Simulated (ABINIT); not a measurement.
# SiC (Moissanite): G0W0 in ABINIT against the plane-wave cutoff, part 2 of 2

Aim: move the plane-wave cutoff of a G0W0 run on SiC (Moissanite) over a wide range.

ABINIT 10.8.3; PBE and many-body steps on it, plane waves. Known limits of the many-body steps: not at the basis limit.

So far. Step 5 (Empty states on the mesh, 6×6×4 mesh, 81 bands): On this mesh the gap is 2.330 eV. Step 6 (Screening, 6×6×4 mesh, 75 bands, screening to 163.3 eV): Local fields lower ε∞ by 9 %.

### Step 8. Screening, 6×6×4 mesh, 75 bands, screening to 163.3 eV

This step: RPA screening on PBE, plane waves, norm-conserving pseudopotentials.

run.abi reads:

```
acell 3*1.0 Angstrom
rprim 
  3.075999999976 0.000000000005 0.000000000000
  -1.537999999993 2.663894142018 0.000000000000
  0.000000000000 0.000000000000 5.048000000000
ntypat 2
znucl 14 6
natom 4
typat 1 1 2 2
xred 
  0.333333333333 0.666666666667 0.000000000000
  0.666666666667 0.333333333333 0.500000000000
  0.333333333333 0.666666666667 0.385000000000
  0.666666666667 0.333333333333 0.885000000000
pp_dirpath "pseudos"
pseudos "Si.upf, C.upf"
ecut 30
ngkpt 6 6 4
nshiftk 1
shiftk 0 0 0
kptopt 1
chksymbreak 0
istwfk *1
occopt 1
irdwfk 1
optdriver 3
nband 75
ecuteps 6
inclvkb 2
awtr 1
symchi 1
indata_prefix "in"
outdata_prefix "out"
tmpdata_prefix "tmp"
```

The run is started by

```console
> OMP_NUM_THREADS=1 mpirun -n 4 abinit run.abi > log
```

Numbers of over 12 decimals in the logs are rounded to 6 here.

The log of the run:

```text
.Version 10.8.3 of ABINIT. v10.8.2 released Aug 2026.

 Symmetries : space group P6_3 m c (#186); Bravais hP (primitive hexag.)
[... echo of the input left out ...]
== DATASET  1 ==================================================================
-   mpi_nproc: 4, omp_nthreads: 1 (-1 if OMP is not activated)

--- !DatasetInfo
iteration_state: {dtset: 1, }
dimensions: {natom: 4, nkpt: 21, mband: 75, nsppol: 1, nspinor: 1, nspden: 1, mpw: 2208, }
cutoff_energies: {ecut:  30.0, pawecutdg:  -1.0, }
electrons: {nelect:   1.60000000E+01, charge:   0.00000000E+00, occopt:   1.00000000E+00, tsmear:   1.00000000E-02, }

 SCREENING: Calculation of the susceptibility and dielectric matrices

 Based on a program developped by R.W. Godby, V. Olevano, G. Onida, and L. Reining.
 Incorporated in ABINIT by V. Olevano, G.-M. Rignanese, and M. Torrent.
.Using double precision arithmetic ; gwpc =  8

[... cell and pseudopotentials left out ...]
--------------------------------------------------------------------------------

 ==== K-mesh for the wavefunctions ====
 Number of points in the irreducible wedge :    21
[... list of points left out ...]
 Together with 12 symmetry operations and time-reversal symmetry
 yields   144 points in the full Brillouin Zone.

 ==== Q-mesh for the screening function ====
 Number of points in the irreducible wedge :    21
[... list of points left out ...]
 Together with 12 symmetry operations and time-reversal symmetry
 yields   144 points in the full Brillouin Zone.

 setmesh: FFT mesh size selected  =    18x   18x   36
          total number of points  =        11664

 vcoul_init : cutoff-mode = AUXILIARY_FUNCTION
 q-points for optical limit:   1
     1)      0.000010    0.000020    0.000030

- screening: taking advantage of time-reversal symmetry
- Maximum band index for partially occupied states nbvw = 8
- Remaining bands to be divided among processors   nbcw = 67
- Number of bands treated by each node ~16

 Number of electrons calculated from density =   16.0000; Expected =   16.0000
 average of density, n =  0.057319
 r_s =    1.6089
 omega_plasma =   23.0944 [eV]

 calculating chi0 at frequencies [eV] :
  1    0.000000E+00    0.000000E+00
  2    0.000000E+00    2.309436E+01

--------------------------------------------------------------------------------
  q-point number  1        q = ( 0.000000, 0.000000, 0.000000) [r.l.u.]
--------------------------------------------------------------------------------
[... chi0 elements left out ...]
 For q-point:  0.000010 0.000020 0.000030
  dielectric constant =   6.8456
  dielectric constant without local fields =   7.5006

  Average fulfillment of the sum rule on Im[epsilon] for q-point    1 :     77.22  [%]
[... wings left out ...]
  q-point number  2        q = ( 0.166667, 0.000000, 0.000000) [r.l.u.]
--------------------------------------------------------------------------------
[... chi0 elements left out ...]
  Average fulfillment of the sum rule on Im[epsilon] for q-point    2 :     88.05  [%]

 [... 19 further q-points ...]
```

The job ended after 63 s (4 MPI ranks of Arm Neoverse V1, shared host; peak memory 0.76 GiB; 4.2 min of CPU time).

This step gave:

```
ε∞ with local fields, on this mesh, along the program's q direction : 6.846
the same without local fields                                       : 7.501
plasma frequency                                                    : 23.09 eV
plane waves in the screening matrix                                 : 197
```

### Step 9. 30 Ha

The self-energy is evaluated for the states that the input lists, and the levels follow from it, in one-shot runs by the linearised quasiparticle equation.

This step: G0W0 on PBE, plane waves, norm-conserving pseudopotentials.

Changes to run.abi since step 8:

```diff
@@ -25,8 +25,19 @@
 irdwfk 1
-optdriver 3
+optdriver 4
 nband 75
+gwcalctyp 0
+ecutsigx 30
+symsigma 1
+nkptgw 3
+kptgw 
+  0.0000000000 0.0000000000 0.0000000000
+  0.3333333333 0.3333333333 0.0000000000
+  0.5000000000 0.0000000000 0.0000000000
+bdgw 
+  6 10
+  7 10
+  7 10
 ecuteps 6
-inclvkb 2
-awtr 1
-symchi 1
+irdscr 1
+ppmodel 1
 indata_prefix "in"
```

The log of the run:

```text
.Version 10.8.3 of ABINIT. v10.8.2 released Aug 2026.

 Symmetries : space group P6_3 m c (#186); Bravais hP (primitive hexag.)
[... echo of the input left out ...]
== DATASET  1 ==================================================================
-   mpi_nproc: 4, omp_nthreads: 1 (-1 if OMP is not activated)

--- !DatasetInfo
iteration_state: {dtset: 1, }
dimensions: {natom: 4, nkpt: 21, mband: 75, nsppol: 1, nspinor: 1, nspden: 1, mpw: 2208, }
cutoff_energies: {ecut:  30.0, pawecutdg:  -1.0, }
electrons: {nelect:   1.60000000E+01, charge:   0.00000000E+00, occopt:   1.00000000E+00, tsmear:   1.00000000E-02, }

 SIGMA: Calculation of the GW corrections

 Based on a program developped by R.W. Godby, V. Olevano, G. Onida, and L. Reining.
 Incorporated in ABINIT by V. Olevano, G.-M. Rignanese, and M. Torrent.
.Using double precision arithmetic ; gwpc =  8

[... cell and pseudopotentials left out ...]
--------------------------------------------------------------------------------

 ==== K-mesh for the wavefunctions ====
 Number of points in the irreducible wedge :    21
[... list of points left out ...]
 Together with 12 symmetry operations and time-reversal symmetry
 yields   144 points in the full Brillouin Zone.

 ==== Q-mesh for screening function ====
 Number of points in the irreducible wedge :    21
[... list of points left out ...]
 Together with 12 symmetry operations and time-reversal symmetry
 yields   144 points in the full Brillouin Zone.

 vcoul_init : cutoff-mode = AUXILIARY_FUNCTION
 q-points for optical limit:   1
     1)      0.000010    0.000020    0.000030
 setmesh: FFT mesh size selected  =    25x   25x   48
          total number of points  =        30000

 Number of electrons calculated from density =   16.0000; Expected =   16.0000
[...]
number of plane-waves for wavefunctions          2189
 number of bands                                    75
 number of q-points in IBZ                          21
 number of frequencies                               2
 number of real frequencies                          1
 number of imag frequencies                          1

 matrix elements of self-energy operator (all in [eV])

 Perturbative Calculation

--- !SelfEnergy_ee
iteration_state: {dtset: 1, }
kpoint     : [   0.000,    0.000,    0.000, ]
spin       : 1
KS_gap     :    4.612
QP_gap     :    5.418
Delta_QP_KS:    0.806
data: !SigmaeeData |
     Band     E0 <VxcDFT>   SigX SigC(E0)      Z dSigC/dE  Sig(E)    E-E0       E
        6   6.869 -15.054 -17.691   2.353   0.794  -0.259 -15.280  -0.226   6.643
        7   6.869 -15.054 -17.691   2.353   0.794  -0.259 -15.280  -0.226   6.643
        8   7.144 -14.880 -17.272   2.136   0.796  -0.257 -15.084  -0.204   6.941
[...]
--- !SelfEnergy_ee
iteration_state: {dtset: 1, }
kpoint     : [   0.333,    0.333,    0.000, ]
spin       : 1
KS_gap     :    6.371
QP_gap     :    7.362
Delta_QP_KS:    0.991
data: !SigmaeeData |
     Band     E0 <VxcDFT>   SigX SigC(E0)      Z dSigC/dE  Sig(E)    E-E0       E
[...]
--- !SelfEnergy_ee
iteration_state: {dtset: 1, }
kpoint     : [   0.500,    0.000,    0.000, ]
spin       : 1
KS_gap     :    4.080
QP_gap     :    4.915
Delta_QP_KS:    0.835
data: !SigmaeeData |
     Band     E0 <VxcDFT>   SigX SigC(E0)      Z dSigC/dE  Sig(E)    E-E0       E
[...]
9   9.734 -10.592  -6.059  -4.015   0.822  -0.216 -10.166   0.427  10.161
       10  11.341 -11.767  -6.940  -4.072   0.811  -0.233 -11.155   0.612  11.952

== END DATASET(S) ==============================================================
================================================================================

 -outvars: echo values of variables after computation  --------
           etotal      0.0000000000E+00
            nband          75
             nkpt          21
          spgroup         186
 [... the other variables as echoed above ...]

 Calculation completed.
```

Run time: 16 s. Hardware: 4 MPI ranks; peak memory 0.81 GiB.

Numbers from this step:

```yaml
g0w0_gap_on_the_points_computed: 2.874 eV
starting_gap_on_the_mesh: 2.325 eV
k_of_the_valence_top: 0, 0, 0
k_of_the_conduction_bottom: 0.3333, 0.3333, 0
z_at_the_valence_top: 0.796
z_at_the_conduction_bottom: 0.826
least_direct_g0w0_gap_on_the_computed_points: 4.915 eV
```

The gap on the mesh goes from 2.33 eV to 2.87 eV, a correction of +0.55 eV.

### Step 10. Screening, 6×6×4 mesh, 75 bands, screening to 163.3 eV

This step: RPA screening on PBE, plane waves, norm-conserving pseudopotentials.

Changes to run.abi since step 9:

```diff
@@ -16,3 +16,3 @@
 pseudos "Si.upf, C.upf"
-ecut 30
+ecut 37
 ngkpt 6 6 4
@@ -25,19 +25,8 @@
 irdwfk 1
-optdriver 4
+optdriver 3
 nband 75
-gwcalctyp 0
-ecutsigx 30
-symsigma 1
-nkptgw 3
-kptgw 
-  0.0000000000 0.0000000000 0.0000000000
-  0.3333333333 0.3333333333 0.0000000000
-  0.5000000000 0.0000000000 0.0000000000
-bdgw 
-  6 10
-  7 10
-  7 10
 ecuteps 6
-irdscr 1
-ppmodel 1
+inclvkb 2
+awtr 1
+symchi 1
 indata_prefix "in"
```

The log of the run:

```text
.Version 10.8.3 of ABINIT. v10.8.2 released Aug 2026.

 Symmetries : space group P6_3 m c (#186); Bravais hP (primitive hexag.)
[... echo of the input left out ...]
== DATASET  1 ==================================================================
-   mpi_nproc: 4, omp_nthreads: 1 (-1 if OMP is not activated)

--- !DatasetInfo
iteration_state: {dtset: 1, }
dimensions: {natom: 4, nkpt: 21, mband: 75, nsppol: 1, nspinor: 1, nspden: 1, mpw: 3018, }
cutoff_energies: {ecut:  37.0, pawecutdg:  -1.0, }
[...]
--------------------------------------------------------------------------------
[... chi0 elements left out ...]
 For q-point:  0.000010 0.000020 0.000030
  dielectric constant =   6.8383
  dielectric constant without local fields =   7.4924

  Average fulfillment of the sum rule on Im[epsilon] for q-point    1 :     77.21  [%]
[... wings left out ...]
  q-point number  2        q = ( 0.166667, 0.000000, 0.000000) [r.l.u.]
--------------------------------------------------------------------------------
[... chi0 elements left out ...]
  Average fulfillment of the sum rule on Im[epsilon] for q-point    2 :     88.04  [%]

 [... 19 further q-points ...]
```

It took 68 s on 4 MPI ranks; peak memory 0.92 GiB.

This step gave:

| Item | Value |
| --- | --- |
| ε∞ with local fields, on this mesh, along the program's q direction | 6.838 |
| the same without local fields | 7.492 |
| plasma frequency | 23.09 eV |
| plane waves in the screening matrix | 197 |

### Step 11. 37 Ha

This step: G0W0 on PBE, plane waves, norm-conserving pseudopotentials.

Changes to run.abi since step 10:

```diff
@@ -25,8 +25,19 @@
 irdwfk 1
-optdriver 3
+optdriver 4
 nband 75
+gwcalctyp 0
+ecutsigx 37
+symsigma 1
+nkptgw 3
+kptgw 
+  0.0000000000 0.0000000000 0.0000000000
+  0.3333333333 0.3333333333 0.0000000000
+  0.5000000000 0.0000000000 0.0000000000
+bdgw 
+  6 10
+  7 10
+  7 10
 ecuteps 6
-inclvkb 2
-awtr 1
-symchi 1
+irdscr 1
+ppmodel 1
 indata_prefix "in"
```

The log of the run:

```text
.Version 10.8.3 of ABINIT. v10.8.2 released Aug 2026.

 Symmetries : space group P6_3 m c (#186); Bravais hP (primitive hexag.)
[... echo of the input left out ...]
== DATASET  1 ==================================================================
-   mpi_nproc: 4, omp_nthreads: 1 (-1 if OMP is not activated)

--- !DatasetInfo
iteration_state: {dtset: 1, }
dimensions: {natom: 4, nkpt: 21, mband: 75, nsppol: 1, nspinor: 1, nspden: 1, mpw: 3018, }
cutoff_energies: {ecut:  37.0, pawecutdg:  -1.0, }
[...]
Band     E0 <VxcDFT>   SigX SigC(E0)      Z dSigC/dE  Sig(E)    E-E0       E
[...]
9   9.734 -10.592  -6.058  -4.015   0.822  -0.216 -10.165   0.427  10.161
       10  11.338 -11.767  -6.941  -4.072   0.811  -0.233 -11.156   0.612  11.950

== END DATASET(S) ==============================================================
================================================================================

 -outvars: echo values of variables after computation  --------
           etotal      0.0000000000E+00
            nband          75
             nkpt          21
          spgroup         186
 [... the other variables as echoed above ...]

 Calculation completed.
```

It took 17 s on 4 MPI ranks; peak memory 0.95 GiB.

This step gave:

| Quantity | Value |
| --- | --- |
| G0W0 gap on the points computed | 2.879 eV |
| starting gap on the mesh | 2.329 eV |
| k of the valence top | 0, 0, 0 |
| k of the conduction bottom | 0.3333, 0.3333, 0 |
| least direct G0W0 gap on the computed points | 4.919 eV |

Against the run before, the gap moves by +0.005 eV.

### Step 12. Screening, 6×6×4 mesh, 75 bands, screening to 163.3 eV

This step: RPA screening on PBE, plane waves, norm-conserving pseudopotentials.

Changes to run.abi since step 11:

```diff
@@ -16,3 +16,3 @@
 pseudos "Si.upf, C.upf"
-ecut 37
+ecut 46
 ngkpt 6 6 4
@@ -25,19 +25,8 @@
 irdwfk 1
-optdriver 4
+optdriver 3
 nband 75
-gwcalctyp 0
-ecutsigx 37
-symsigma 1
-nkptgw 3
-kptgw 
-  0.0000000000 0.0000000000 0.0000000000
-  0.3333333333 0.3333333333 0.0000000000
-  0.5000000000 0.0000000000 0.0000000000
-bdgw 
-  6 10
-  7 10
-  7 10
 ecuteps 6
-irdscr 1
-ppmodel 1
+inclvkb 2
+awtr 1
+symchi 1
 indata_prefix "in"
```

The log of the run:

```text
.Version 10.8.3 of ABINIT. v10.8.2 released Aug 2026.

 Symmetries : space group P6_3 m c (#186); Bravais hP (primitive hexag.)
[... echo of the input left out ...]
== DATASET  1 ==================================================================
-   mpi_nproc: 4, omp_nthreads: 1 (-1 if OMP is not activated)

--- !DatasetInfo
iteration_state: {dtset: 1, }
dimensions: {natom: 4, nkpt: 21, mband: 75, nsppol: 1, nspinor: 1, nspden: 1, mpw: 4185, }
cutoff_energies: {ecut:  46.0, pawecutdg:  -1.0, }
[...]
--------------------------------------------------------------------------------
[... chi0 elements left out ...]
 For q-point:  0.000010 0.000020 0.000030
  dielectric constant =   6.8376
  dielectric constant without local fields =   7.4917

  Average fulfillment of the sum rule on Im[epsilon] for q-point    1 :     77.21  [%]
[... wings left out ...]
  q-point number  2        q = ( 0.166667, 0.000000, 0.000000) [r.l.u.]
--------------------------------------------------------------------------------
[... chi0 elements left out ...]
  Average fulfillment of the sum rule on Im[epsilon] for q-point    2 :     88.04  [%]

 [... 19 further q-points ...]
```

Elapsed: 98 s, on 4 MPI ranks; peak memory 1.3 GiB.

Numbers from this step:

* ε∞ with local fields, on this mesh, along the program's q direction: 6.838
* the same without local fields: 7.492
* plasma frequency: 23.09 eV
* plane waves in the screening matrix: 197

### Step 13. 46 Ha

This step: G0W0 on PBE, plane waves, norm-conserving pseudopotentials.

Changes to run.abi since step 12:

```diff
@@ -25,8 +25,19 @@
 irdwfk 1
-optdriver 3
+optdriver 4
 nband 75
+gwcalctyp 0
+ecutsigx 46
+symsigma 1
+nkptgw 3
+kptgw 
+  0.0000000000 0.0000000000 0.0000000000
+  0.3333333333 0.3333333333 0.0000000000
+  0.5000000000 0.0000000000 0.0000000000
+bdgw 
+  6 10
+  7 10
+  7 10
 ecuteps 6
-inclvkb 2
-awtr 1
-symchi 1
+irdscr 1
+ppmodel 1
 indata_prefix "in"
```

The log of the run:

```text
.Version 10.8.3 of ABINIT. v10.8.2 released Aug 2026.

 Symmetries : space group P6_3 m c (#186); Bravais hP (primitive hexag.)
[... echo of the input left out ...]
== DATASET  1 ==================================================================
-   mpi_nproc: 4, omp_nthreads: 1 (-1 if OMP is not activated)

--- !DatasetInfo
iteration_state: {dtset: 1, }
dimensions: {natom: 4, nkpt: 21, mband: 75, nsppol: 1, nspinor: 1, nspden: 1, mpw: 4185, }
cutoff_energies: {ecut:  46.0, pawecutdg:  -1.0, }
[...]
Band     E0 <VxcDFT>   SigX SigC(E0)      Z dSigC/dE  Sig(E)    E-E0       E
[...]
9   9.734 -10.592  -6.058  -4.015   0.822  -0.216 -10.165   0.427  10.161
       10  11.337 -11.767  -6.941  -4.072   0.811  -0.233 -11.156   0.612  11.949

== END DATASET(S) ==============================================================
================================================================================

 -outvars: echo values of variables after computation  --------
           etotal      0.0000000000E+00
            nband          75
             nkpt          21
          spgroup         186
 [... the other variables as echoed above ...]

 Calculation completed.
```

Elapsed: 19 s, on 4 MPI ranks; peak memory 1.2 GiB; 74 s of CPU time.

Numbers from this step:

| Item | Value |
| --- | --- |
| G0W0 gap on the points computed | 2.880 eV |
| starting gap on the mesh | 2.330 eV |
| k of the valence top | 0, 0, 0 |
| k of the conduction bottom | 0.3333, 0.3333, 0 |
| least direct G0W0 gap on the computed points | 4.92 eV |

Against the run before, the gap moves by +0.001 eV.

### Step 14. Side by side

Times are wall times on 4 MPI ranks of Arm Neoverse V1, shared host, good to a factor of about two. A run's time includes the screening step that it read.

| run | mesh | bands | screening cutoff (eV) | DFT gap (eV) | gap on the mesh (eV) | direct (eV) | ε∞ used | time |
| --- | --- | --- | --- | --- | --- | --- | --- | --- |
| 22 Ha | 6×6×4 | 75 | 163.3 | 2.303 | 2.846 | 4.888 | 6.90 | 64 s |
| 30 Ha | 6×6×4 | 75 | 163.3 | 2.325 | 2.874 | 4.915 | 6.85 | 79 s |
| 37 Ha | 6×6×4 | 75 | 163.3 | 2.329 | 2.879 | 4.919 | 6.84 | 85 s |
| 46 Ha | 6×6×4 | 75 | 163.3 | 2.330 | 2.880 | 4.920 | 6.84 | 1.9 min |

### Step 15. Results

* 22 Ha: 2.846 eV
* 30 Ha: 2.874 eV
* 37 Ha: 2.879 eV
* 46 Ha: 2.880 eV
* known limits: not at the basis limit

**Reading.** The setting moved: plane-wave cutoff. From 22 Ha to 46 Ha the gap moves by +0.03 eV. It holds to 0.03 eV from 30 Ha on. Bands and screening cutoff are coupled, so a series along one setting does not show full convergence. Bands and cutoff are finite, so the gap is not at the basis limit. The miss can reach some tenths of an eV and take either sign; the mesh is an error of its own. In the G0W0 runs levels were corrected at 3 k points alone, so a gap called «on the mesh» is the least over those, and an edge elsewhere would be missed.

[Paths, hosts, dates, memory and timing lines, banners, echoed tables and standing remarks are left out of the program output.]

[Logs are printed without paths, hosts, clocks, repeated set-up lines and the standing remarks that a program may print on its own settings, such as how far it seeks lower states.]

[Runs of the session that timed out or met a known fault of the program may be left out.]

[Hosts, paths, dates, database ids (printed as entryN), source tags and the programs' standing remarks are cut or masked in the printed files.]

[G0W0 gaps are taken among the corrected bands and points alone; a level outside them can change the order at an edge.]

[Where Ansatz stands beside ABINIT at settings called matched, ABINIT's density can come from a denser mesh and the files from another edition; pairs whose starting gaps differed by over 0.03 eV were left out, so agreement reads better than it is.]
